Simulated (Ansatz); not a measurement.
Computed with DFT PBE, scalar-relativistic, plane waves, PAW (Ansatz). Settings: cutoff 420 eV, Γ-centred meshes spaced at most about 0.3 Å⁻¹, and about 0.25 Å⁻¹ or finer for metals (2π included), Gaussian smearing. No spin polarisation in the final relaxations.

These are static total energies at zero pressure.

Two relaxed structures of Ge:

A.

```xyz
1
Lattice="0.0000 2.1386 2.1386 2.1386 0.0000 2.1386 2.1386 2.1386 0.0000" Properties=species:S:1:pos:R:3 pbc="T T T"
Ge    2.1386    2.1386    2.1386
```

B.

```xyz
1
Lattice="-1.7943 1.7943 1.5045 1.7943 -1.7943 1.5045 1.7943 1.7943 -1.5045" Properties=species:S:1:pos:R:3 pbc="T T T"
Ge    0.0000    0.0000    1.5045
```

Question: Which would you expect to be lower, and how large is the difference?

Answer: B is lower, by 7 meV/atom. A has the fcc type, space group Fm-3m (No. 225), 19.6 Å³/atom and no gap on its mesh; B has space group I4/mmm (No. 139), 19.4 Å³/atom and no gap. Counting all near atoms (those within 1.25 times the shortest such distance or 1.15 times the sum of covalent radii; a plus sign parts nearer from farther groups; the shortest distance is added where it is long for a bond), A has Ge 12 from 3.0 Å and B has Ge 10+4 from 3.0 Å. Both come from invented guesses. A third cell relaxed alike, in Pm-3m, lies 76 meV/atom below the lower of the two. The part of the Crystallography Open Database at hand lists Ge in space groups No. 64, 96, 227; no cell shown has one of them.

The k mesh leaves some 4 meV/atom of noise in the energy of each metallic cell. Cells relaxed within their symmetry can be saddle points.

The 7 meV/atom preference for B is too small to establish a firm order, and the two cells are best read as nearly degenerate dense metals. They are linked by a tetragonal (Bain) strain: B is a body-centred lattice compressed along its fourfold axis, lying on the far side of bcc from fcc. With similar volumes and broad, overlapping s and p bands, the energy probably depends only weakly on how the neighbours are arranged.

Neither packing suits germanium at zero pressure. Its four valence electrons per atom can fill the bonding states of a tetrahedral sp³ network and open a gap between bonding and antibonding states, whereas many near neighbours leave the bonding delocalised and metallic. The well-known ambient ground state is accordingly the much more open diamond structure, No. 227. The lower Pm-3m cell already rules out both A and B as the ground state, but the comparison doesn't show how far either lies above diamond.
